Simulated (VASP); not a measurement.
Crystal: C.

```
CELL_PARAMETERS angstrom
2.52210 0.00000 0.00000
-1.26105 2.18420 0.00000
0.00000 0.00000 8.23710
ATOMIC_POSITIONS crystal
C 0.66667 0.33333 0.84375
C 0.33333 0.66667 0.34375
C 0.66667 0.33333 0.65625
C 0.33333 0.66667 0.15625
C 0.00000 0.00000 0.90625
C 0.00000 0.00000 0.40625
C 0.00000 0.00000 0.59375
C 0.00000 0.00000 0.09375
```

This is a hexagonal form of diamond, not graphite.

Base run:

| Item | Value |
| --- | --- |
| Program | VASP 6.6.1 |
| Functional | HSE03 |
| Potentials or basis | VASP PAW PBE potentials, release 64 (C) |
| Cutoff | 520 eV |
| k mesh | 8 × 8 × 2 |
| Occupations | gaussian, width 0.02 eV |
| Spin | no spin polarisation |

Its results: band gap on the k mesh 5.36 eV, indirect (least direct gap 6.30 eV); pressure -6.4 GPa; largest force 0.336 eV/Å.

Task: The run is repeated on the same cell with these changes: functional from HSE03 to PBE0. What comes out?

Result: Band gap on the k mesh 6.36 eV, indirect (least direct gap 7.28 eV); pressure -6.9 GPa; largest force 0.334 eV/Å.

Caveats: the PAW data sets were made with another functional, which shifts forces and pressure a little.

A k mesh can miss the band edges.

Not every run made on this cell is shown here.
